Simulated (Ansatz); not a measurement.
System: rock-salt NaBr. Method: PBE (PAW; Ansatz, an electronic-structure program).

Run with plane-wave cutoff 520 eV, 10×10×10 k mesh, Fermi–Dirac smearing 0.01 eV, scalar-relativistic PAW data made under PBE.

Results at a series of volumes:

```tsv
V (Å³/atom)	E − E_lowest (meV/atom)
25.841	6.72
26.391	2.87
26.941	0.69
27.490	0.00
28.040	0.64
28.590	2.47
29.140	5.37
```

### Question
Fit the third-order Birch–Murnaghan equation and give B0 and B′.

### Answer
V0 = 27.490 Å³/atom, B0 = 19.4 GPa, B′ = 4.6 (fit to the energies at full precision).

Measured, for comparison: bulk modulus 22.6 GPa (4 K, not corrected to a static lattice; as tabulated in Doll and Stoll (1998), arXiv:cond-mat/9801031); equilibrium volume per atom 26.01 Å³/atom (low temperature, not corrected to a static lattice; as tabulated in Doll and Stoll (1998), arXiv:cond-mat/9801031). Computed less measured: bulk modulus -14 %, equilibrium volume per atom +5.7 %.

Static lattice: no zero-point or thermal effects.

Computing time: around 26 core-seconds (rough).
